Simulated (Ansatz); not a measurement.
# MgO2: relaxation of cell and atoms with r2SCAN+rVV10

MgO2:

```xyz
12
Lattice="4.8286 0.0000 0.0000 0.0000 4.8286 0.0000 0.0000 0.0000 4.8286" Properties=species:S:1:pos:R:3 pbc="T T T"
Mg    0.0000    0.0000    0.0000
Mg    2.4143    0.0000    2.4143
Mg    2.4143    2.4143    0.0000
Mg    0.0000    2.4143    2.4143
O     2.8461    4.3968    0.4318
O     4.3968    0.4318    2.8461
O     0.4318    2.8461    4.3968
O     1.9825    1.9825    1.9825
O     2.8461    2.8461    2.8461
O     4.3968    1.9825    0.4318
O     0.4318    4.3968    1.9825
O     1.9825    0.4318    4.3968
```

The cell is a database's computed one.

```
Program             : Ansatz 0.2.0
Task                : relaxation of cell and atoms
Functional          : r2SCAN
Dispersion          : rVV10
Potentials or basis : Ansatz PAW
Cutoff              : 500 eV (not typed: the program's choice for these potentials)
k mesh              : 6 × 6 × 6
Occupations         : fermi-dirac, width 0.05 eV
Spin                : no spin polarisation
```

```
Relaxed volume                         : 9.33 Å³/atom
Relaxed cell                           : a = 4.820 Å, b = 4.820 Å, c = 4.820 Å, α = 90.00°, β = 90.00°, γ = 90.00°
Space group after relaxing (to 0.05 Å) : Pa-3 (No. 205)
Energy gained by relaxing              : 0.3 meV/atom
Ionic steps                            : 4
Pressure after relaxing                : 0.0 GPa
Band gap on the k mesh                 : 4.71 eV, indirect (least direct gap 4.84 eV)
```

Forces on the atoms (eV/Å):
```
Mg   0.000  0.000  0.000
Mg   0.000  0.000  0.000
Mg   0.000  0.000  0.000
Mg   0.000  0.000  0.000
O    0.001 -0.001  0.001
O   -0.001  0.001  0.001
O    0.001  0.001 -0.001
O   -0.001 -0.001 -0.001
O    0.001  0.001  0.001
O   -0.001 -0.001  0.001
O    0.001 -0.001 -0.001
O   -0.001  0.001 -0.001
```

The path:
| step | energy change (eV) | largest force (eV/Å) | volume (Å³) |
| --- | --- | --- | --- |
| 1 | 0.0000 | 0.1733 | 112.58 |
| 2 | -0.0029 | 0.0935 | 112.32 |
| 3 | -0.0042 | 0.0022 | 112.01 |
| 4 | -0.0037 | 0.0023 | 112.01 |

Final structure:
```
CELL_PARAMETERS angstrom
4.82049 0.00000 0.00000
0.00000 4.82049 0.00000
0.00000 0.00000 4.82049
ATOMIC_POSITIONS crystal
Mg 0.00000 0.00000 0.00000
Mg 0.50000 0.00000 0.50000
Mg 0.50000 0.50000 0.00000
Mg 0.00000 0.50000 0.50000
O 0.58907 0.91093 0.08907
O 0.91093 0.08907 0.58907
O 0.08907 0.58907 0.91093
O 0.41093 0.41093 0.41093
O 0.58907 0.58907 0.58907
O 0.91093 0.41093 0.08907
O 0.08907 0.91093 0.41093
O 0.41093 0.08907 0.91093
```

Levels at points of the mesh, in eV from the valence-band top:
```
              k point  band 40  band 41  band 42  band 43  band 44  band 45  band 46  band 47  band 48  band 49
   (0.00, 0.00, 0.00)    -0.50    -0.50    -0.50     0.00     0.00     5.38     5.38     5.38     5.39     7.42
  (0.00, 0.00, -0.50)    -0.84    -0.71    -0.71    -0.13    -0.13     4.77     4.77     5.24     5.24     9.84
 (0.00, -0.50, -0.50)    -0.67    -0.49    -0.49    -0.49    -0.49     4.99     4.99     4.99     4.99    10.61
(-0.50, -0.50, -0.50)    -0.72    -0.56    -0.56    -0.56    -0.56     5.31     5.31     5.31     5.31    10.39
```

It took 20 s on 4 threads of Arm Neoverse V2, on a shared host, peak memory 0.8 GiB.

Caveat: the plane-wave basis is chosen anew once the cell has moved, so the energies of steps on either side of that aren't comparable; the PAW data sets come from PBE, with cores solved anew for the run's functional, which leaves a small shift of forces and pressure. r2SCAN opens gaps a little over a GGA but as a rule still falls short of measured ones.
